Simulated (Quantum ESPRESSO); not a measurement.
# Cu (Fm-3m) in Quantum ESPRESSO: equation of state

How stiff is Cu in PBE, and what volume does it want? The cell is scaled to several volumes.

Program: Quantum ESPRESSO 7.5. These are calculated values, not measurements. Logs are shortened: lines on timing, memory, paths and dates and some standing lists are left out, and cuts for length are marked.

## (1) The structure

The structure is cubic, space group Fm-3m (No. 225). Conventional cell: a = 3.615 Å, b = 3.615 Å, c = 3.615 Å, α = 90.00°, β = 90.00°, γ = 90.00°. Cu (site symmetry m-3m) has 12 Cu at 2.56 Å as nearest neighbours.

## (2) Single point, PBE, 11.10 Å³/atom

Input file pw.in:

```
&CONTROL
  calculation = 'scf'
  prefix = 'pwscf'
  outdir = './tmp'
  pseudo_dir = './pseudo'
  tprnfor = .true.
  tstress = .true.
  disk_io = 'nowf'
/
&SYSTEM
  ibrav = 0
  nat = 1
  ntyp = 1
  ecutwfc = 55
  ecutrho = 440
  nbnd = 11
  occupations = 'smearing'
  smearing = 'fd'
  degauss = 0.00367493
/
&ELECTRONS
  conv_thr = 2d-10
  electron_maxstep = 120
  mixing_beta = 0.5
/
ATOMIC_SPECIES
Cu    63.5460 Cu.paw.z_11.ld1.psl.v1.0.0-low.upf
CELL_PARAMETERS angstrom
   0.0000000000    1.7706018915    1.7706018915
   1.7706018915    0.0000000000    1.7706018915
   1.7706018915    1.7706018915    0.0000000000
ATOMIC_POSITIONS crystal
Cu     0.0000000000    0.0000000000    0.0000000000
K_POINTS automatic
13 13 13 0 0 0
```

Potentials or basis: SSSP 1.3 efficiency PBE.

Launch:

```
OMP_NUM_THREADS=1 pw.x -in pw.in > pw.out
```

pw.out:

```text
This program is part of the open-source Quantum ESPRESSO suite
     for quantum simulation of materials; please cite
         "P. Giannozzi et al., J. Phys.:Condens. Matter 21 395502 (2009);
         "P. Giannozzi et al., J. Phys.:Condens. Matter 29 465901 (2017);
         "P. Giannozzi et al., J. Chem. Phys. 152 154105 (2020);
     in publications or presentations arising from this work. More details at

     file Cu.paw.z_11.ld1.psl.v1.0.0-low.upf: wavefunction(s)  4S 3D renormalized
     Message from routine setup:
     using ibrav=0 with symmetry is DISCOURAGED, use correct ibrav instead

     Subspace diagonalization in iterative solution of the eigenvalue problem:
     a serial algorithm will be used

     G-vector sticks info
     --------------------
     sticks:   dense  smooth     PW     G-vecs:    dense   smooth      PW
     Sum         673     349    121                11647     4111     869

     Using Slab Decomposition

     bravais-lattice index     =            0
     lattice parameter (alat)  =       4.7319  a.u.
     unit-cell volume          =      74.9186 (a.u.)^3
     number of atoms/cell      =            1
     number of atomic types    =            1
     number of electrons       =        11.00
     number of Kohn-Sham states=           11
     kinetic-energy cutoff     =      55.0000  Ry
     charge density cutoff     =     440.0000  Ry
     scf convergence threshold =      2.0E-10
     mixing beta               =       0.5000
     number of iterations used =            8  plain     mixing
     Exchange-correlation= SLA  PW   PBX  PBC
                           (   1   4   3   4   0   0   0)

     celldm(1)=   4.731892  celldm(2)=   0.000000  celldm(3)=   0.000000
     celldm(4)=   0.000000  celldm(5)=   0.000000  celldm(6)=   0.000000

     crystal axes: (cart. coord. in units of alat)
               a(1) = (   0.000000   0.707107   0.707107 )
               a(2) = (   0.707107   0.000000   0.707107 )
               a(3) = (   0.707107   0.707107   0.000000 )

     reciprocal axes: (cart. coord. in units 2 pi/alat)
               b(1) = ( -0.707107  0.707107  0.707107 )
               b(2) = (  0.707107 -0.707107  0.707107 )
               b(3) = (  0.707107  0.707107 -0.707107 )

     PseudoPot. # 1 for Cu read from file:
     Cu.paw.z_11.ld1.psl.v1.0.0-low.upf
     Pseudo is Projector augmented-wave + core cor, Zval = 11.0
     Generated using &quot;atomic&quot; code by A. Dal Corso  v.6.3MaX
     Shape of augmentation charge: PSQ
     Using radial grid of 1199 points,  6 beta functions with:
                l(1) =   0
                l(2) =   0
                l(3) =   1
                l(4) =   1
                l(5) =   2
                l(6) =   2
     Q(r) pseudized with 0 coefficients

     atomic species   valence    mass     pseudopotential
     Cu               11.00    63.54600     Cu( 1.00)

     48 Sym. Ops., with inversion, found

   Cartesian axes

     site n.     atom                  positions (alat units)
         1        Cu     tau(   1) = (   0.0000000   0.0000000   0.0000000  )

     number of k points=    84  Fermi-Dirac smearing, width (Ry)=  0.0037
                       cart. coord. in units 2pi/alat
        k(    1) = (   0.0000000   0.0000000   0.0000000), wk =   0.0009103
        k(    2) = (   0.0543928   0.0543928  -0.0543928), wk =   0.0072827
        k(    3) = (   0.1087857   0.1087857  -0.1087857), wk =   0.0072827
        k(    4) = (   0.1631785   0.1631785  -0.1631785), wk =   0.0072827
        k(    5) = (   0.2175713   0.2175713  -0.2175713), wk =   0.0072827
        k(    6) = (   0.2719641   0.2719641  -0.2719641), wk =   0.0072827
[... 76 lines left out ...]
        k(   83) = (   0.0000000  -0.4351426   0.6527140), wk =   0.0218480
        k(   84) = (  -0.0543928  -0.3807498   0.7071068), wk =   0.0218480

     Dense  grid:    11647 G-vectors     FFT dimensions: (  32,  32,  32)

     Smooth grid:     4111 G-vectors     FFT dimensions: (  24,  24,  24)

     Initial potential from superposition of free atoms

     starting charge      10.9998, renormalised to      11.0000
     Starting wfcs are    9 randomized atomic wfcs +    2 random wfcs
     Checking if some PAW data can be deallocated...

     Self-consistent Calculation

     iteration #  1     ecut=    55.00 Ry     beta= 0.50
     Davidson diagonalization with overlap
     ethr =  1.00E-02,  avg # of iterations =  4.6

     Threshold (ethr) on eigenvalues was too large:
     Diagonalizing with lowered threshold

     Davidson diagonalization with overlap
     ethr =  6.45E-04,  avg # of iterations =  1.2

     total energy              =    -213.06269645 Ry
     estimated scf accuracy    <       0.07056275 Ry

     iteration #  2     ecut=    55.00 Ry     beta= 0.50
     Davidson diagonalization with overlap
     ethr =  6.41E-04,  avg # of iterations =  2.1

     total energy              =    -213.08160101 Ry
     estimated scf accuracy    <       0.08096396 Ry

     iteration #  3     ecut=    55.00 Ry     beta= 0.50
     Davidson diagonalization with overlap
     ethr =  6.41E-04,  avg # of iterations =  1.1

     total energy              =    -213.09446400 Ry
     estimated scf accuracy    <       0.00019757 Ry
[... 19 lines left out ...]
     total energy              =    -213.09451182 Ry
     estimated scf accuracy    <       0.00000016 Ry

     iteration #  7     ecut=    55.00 Ry     beta= 0.50
     Davidson diagonalization with overlap
     ethr =  8.79E-10,  avg # of iterations =  1.1

     total energy              =    -213.09451184 Ry
     estimated scf accuracy    <          6.7E-10 Ry

     iteration #  8     ecut=    55.00 Ry     beta= 0.50
     Davidson diagonalization with overlap
     ethr =  6.07E-12,  avg # of iterations =  2.5

     End of self-consistent calculation

          k = 0.0000 0.0000 0.0000 (   531 PWs)   bands (ev):

     3.8889  10.5717  10.5717  10.5717  11.4866  11.4866  37.2282  40.0983
    40.0983  40.0983  42.5100

          k = 0.0544 0.0544-0.0544 (   531 PWs)   bands (ev):

     4.1137  10.5211  10.6159  10.6159  11.4695  11.4695  35.7454  38.2545
    39.4197  39.4197  43.5079

          k = 0.1088 0.1088-0.1088 (   525 PWs)   bands (ev):

     4.7719  10.3969  10.7113  10.7113  11.4531  11.4531  31.7722  37.7538
    38.4458  38.4458  44.4896

          k = 0.1632 0.1632-0.1632 (   522 PWs)   bands (ev):

     5.8003  10.2864  10.7517  10.7517  11.5346  11.5346  27.7199  37.2321
    37.6841  37.6841  43.8880
[... 388 lines left out ...]
     9.0161   9.3976  10.8532  11.7092  12.2431  17.0243  22.4853  23.3099
    24.6221  37.6896  40.4253

          k = 0.0000-0.4351 0.6527 (   512 PWs)   bands (ev):

     9.2149   9.5842  10.5009  11.5401  12.2411  18.7011  20.8797  22.1833
    24.8891  38.9432  43.3659

          k =-0.0544-0.3807 0.7071 (   517 PWs)   bands (ev):

     9.3252   9.8542  10.1181  11.4527  12.2421  18.8527  20.8785  22.9317
    23.6258  42.0299  43.0110

     the Fermi energy is    13.9696 ev

!    total energy              =    -213.09451184 Ry
     total all-electron energy =     -3309.974278 Ry
     estimated scf accuracy    <          7.8E-12 Ry
     smearing contrib. (-TS)   =      -0.00020038 Ry
     internal energy E=F+TS    =    -213.09431146 Ry

     The total energy is F=E-TS. E is the sum of the following terms:
     one-electron contribution =     -25.37093636 Ry
     hartree contribution      =      29.69030982 Ry
     xc contribution           =     -44.65978450 Ry
     ewald contribution        =     -82.90139893 Ry
     one-center paw contrib.   =     -89.85250150 Ry

     convergence has been achieved in   8 iterations

     Forces acting on atoms (cartesian axes, Ry/au):

     atom    1 type  1   force =     0.00000000    0.00000000    0.00000000

     Total force =     0.000000     Total SCF correction =     0.000000

     Computing stress (Cartesian axis) and pressure

          total   stress  (Ry/bohr**3)                   (kbar)     P=      120.72
   0.00082065   0.00000000   0.00000000          120.72        0.00        0.00
   0.00000000   0.00082065   0.00000000            0.00      120.72        0.00
   0.00000000   0.00000000   0.00082065            0.00        0.00      120.72

=------------------------------------------------------------------------------=
   JOB DONE.
=------------------------------------------------------------------------------=
```

It took 7.1 s on 1 thread of Intel Xeon 6975P-C (Granite Rapids), shared host; peak memory 0.09 GiB.

What came out:

```
Free energy            : -2899.2985 eV
Pressure               : 12.1 GPa
Band gap on the k mesh : none (metal or under the smearing width)
```

## (3) Single point, PBE, 11.34 Å³/atom

Edit pw.in of step 2 so:

```diff
@@ -28,5 +28,5 @@
 CELL_PARAMETERS angstrom
-   0.0000000000    1.7706018915    1.7706018915
-   1.7706018915    0.0000000000    1.7706018915
-   1.7706018915    1.7706018915    0.0000000000
+   0.0000000000    1.7830713297    1.7830713297
+   1.7830713297    0.0000000000    1.7830713297
+   1.7830713297    1.7830713297    0.0000000000
 ATOMIC_POSITIONS crystal
```

Potentials or basis: SSSP 1.3 efficiency PBE.

Launch:

```
OMP_NUM_THREADS=1 pw.x -in pw.in > pw.out
```

Wall time 7 s (1 thread of Intel Xeon 6975P-C (Granite Rapids), shared host); peak memory 0.09 GiB.

It converged, with:

```
Free energy            : -2899.3141 eV
Pressure               : 8.0 GPa
Band gap on the k mesh : none (metal or under the smearing width)
```

## (4) Single point, PBE, 11.57 Å³/atom

Edit pw.in of step 3 so:

```diff
@@ -28,5 +28,5 @@
 CELL_PARAMETERS angstrom
-   0.0000000000    1.7830713297    1.7830713297
-   1.7830713297    0.0000000000    1.7830713297
-   1.7830713297    1.7830713297    0.0000000000
+   0.0000000000    1.7953687620    1.7953687620
+   1.7953687620    0.0000000000    1.7953687620
+   1.7953687620    1.7953687620    0.0000000000
 ATOMIC_POSITIONS crystal
```

Launch:

```
OMP_NUM_THREADS=1 pw.x -in pw.in > pw.out
```

Wall time 7.7 s (1 thread of Intel Xeon 6975P-C (Granite Rapids), shared host); peak memory 0.09 GiB.

It converged, with:

- Free energy: -2899.3240 eV
- Pressure: 4.4 GPa
- Band gap on the k mesh: none (metal or under the smearing width)

## (5) Single point, PBE, 11.81 Å³/atom

Edit pw.in of step 4 so:

```diff
@@ -28,5 +28,5 @@
 CELL_PARAMETERS angstrom
-   0.0000000000    1.7953687620    1.7953687620
-   1.7953687620    0.0000000000    1.7953687620
-   1.7953687620    1.7953687620    0.0000000000
+   0.0000000000    1.8075000000    1.8075000000
+   1.8075000000    0.0000000000    1.8075000000
+   1.8075000000    1.8075000000    0.0000000000
 ATOMIC_POSITIONS crystal
```

Launch:

```
OMP_NUM_THREADS=1 pw.x -in pw.in > pw.out
```

Run time: 8.1 s. Hardware: 1 thread of Intel Xeon 6975P-C (Granite Rapids), shared host; peak memory 0.1 GiB.

Results (log left out):

| Item | Value |
| --- | --- |
| Free energy | -2899.3289 eV |
| Pressure | 1.2 GPa |
| Band gap on the k mesh | none (metal or under the smearing width) |

## (6) Single point, PBE, 12.05 Å³/atom

Edit pw.in of step 5 so:

```diff
@@ -28,5 +28,5 @@
 CELL_PARAMETERS angstrom
-   0.0000000000    1.8075000000    1.8075000000
-   1.8075000000    0.0000000000    1.8075000000
-   1.8075000000    1.8075000000    0.0000000000
+   0.0000000000    1.8194705475    1.8194705475
+   1.8194705475    0.0000000000    1.8194705475
+   1.8194705475    1.8194705475    0.0000000000
 ATOMIC_POSITIONS crystal
```

Potentials or basis: SSSP 1.3 efficiency PBE.

Launch:

```
OMP_NUM_THREADS=1 pw.x -in pw.in > pw.out
```

It took 7.4 s on 1 thread of Intel Xeon 6975P-C (Granite Rapids), shared host; peak memory 0.09 GiB.

Results (log left out):

* Free energy: -2899.3294 eV
* Pressure: -1.6 GPa
* Band gap on the k mesh: none (metal or under the smearing width)

## (7) Single point, PBE, 12.28 Å³/atom

Edit pw.in of step 6 so:

```diff
@@ -28,5 +28,5 @@
 CELL_PARAMETERS angstrom
-   0.0000000000    1.8194705475    1.8194705475
-   1.8194705475    0.0000000000    1.8194705475
-   1.8194705475    1.8194705475    0.0000000000
+   0.0000000000    1.8312856224    1.8312856224
+   1.8312856224    0.0000000000    1.8312856224
+   1.8312856224    1.8312856224    0.0000000000
 ATOMIC_POSITIONS crystal
```

Launch:

```
OMP_NUM_THREADS=1 pw.x -in pw.in > pw.out
```

It took 8.1 s on 1 thread of Intel Xeon 6975P-C (Granite Rapids), shared host; peak memory 0.1 GiB.

Results (log left out):

* Free energy: -2899.3259 eV
* Pressure: -4.1 GPa
* Band gap on the k mesh: none (metal or under the smearing width)

## (8) Single point, PBE, 12.52 Å³/atom

Edit pw.in of step 7 so:

```diff
@@ -28,5 +28,5 @@
 CELL_PARAMETERS angstrom
-   0.0000000000    1.8312856224    1.8312856224
-   1.8312856224    0.0000000000    1.8312856224
-   1.8312856224    1.8312856224    0.0000000000
+   0.0000000000    1.8429501765    1.8429501765
+   1.8429501765    0.0000000000    1.8429501765
+   1.8429501765    1.8429501765    0.0000000000
 ATOMIC_POSITIONS crystal
```

Launch:

```
OMP_NUM_THREADS=1 pw.x -in pw.in > pw.out
```

Run time: 7.8 s. Hardware: 1 thread of Intel Xeon 6975P-C (Granite Rapids), shared host; peak memory 0.1 GiB.

It converged, with:

```
Free energy            : -2899.3189 eV
Pressure               : -6.4 GPa
Band gap on the k mesh : none (metal or under the smearing width)
```

## (9) Equation of state, PBE

Potentials or basis: SSSP 1.3 efficiency PBE.

This step only gathers the single runs of the series.

Results:

| Quantity | Value |
| --- | --- |
| Equilibrium volume | 11.95 Å³/atom |
| Bulk modulus | 142 GPa |
| Pressure derivative of the bulk modulus | 5.0 |

Energy against volume, from the lowest point:
| volume (Å³/atom) | energy (meV/atom) |
| --- | --- |
| 11.102 | 30.89 |
| 11.338 | 15.30 |
| 11.574 | 5.38 |
| 11.810 | 0.48 |
| 12.047 | 0.00 |
| 12.283 | 3.50 |
| 12.519 | 10.50 |

PBE usually gives volumes a little too large and moduli too small. Zero-point motion and thermal expansion aren't in these numbers.
